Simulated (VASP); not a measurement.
The system is Mg3Sb2.

```
Mg Sb
1.0
     4.58200    0.00000    0.00000
    -2.29100    3.96813    0.00000
     0.00000    0.00000    7.24400
Mg Sb
3 2
Direct
  0.33333 0.66667 0.63000
  0.66667 0.33333 0.37000
  0.00000 0.00000 0.00000
  0.33333 0.66667 0.23500
  0.66667 0.33333 0.76500
```

```yaml
Program: VASP 6.6.1
Task: relaxation of cell and atoms
Functional: PBEsol
Potentials_or_basis: VASP PAW PBE potentials, release 64 (Mg, Sb)
Cutoff: 600 eV
k_mesh: 7 × 7 × 4
Occupations: gaussian, width 0.01 eV
Spin: no spin polarisation
```

At the start: pressure -0.4 GPa; volume 26.34 Å³/atom.

How do energy, volume and symmetry change on relaxing?

Over 6 steps the energy falls by 8.8 meV/atom and the volume is 25.78 Å³/atom (-2.1 %); space group P-3m1 (No. 164, to 0.05 Å).

Step by step:
```tsv
step	energy change (eV)	largest force (eV/Å)	pressure (GPa)	volume (Å³)
1	0.0000	0.4749	-0.38	131.71
2	-0.0231	0.3320	-0.14	130.53
3	-0.0360	0.1082	0.34	128.61
4	-0.0425	0.0326	-0.09	129.42
5	-0.0428	0.0298	-0.19	129.62
6	-0.0439	0.0085	0.05	128.90
```

Final structure:
```
Mg Sb
1.0
     4.55362    0.00000    0.00000
    -2.27681    3.94355    0.00000
     0.00000    0.00000    7.17828
Mg Sb
3 2
Direct
  0.33333 0.66667 0.63272
  0.66667 0.33333 0.36728
  0.00000 0.00000 0.00000
  0.33333 0.66667 0.22356
  0.66667 0.33333 0.77644
```

Caveat: the PAW data sets were made with another functional, which shifts forces and pressure a little.
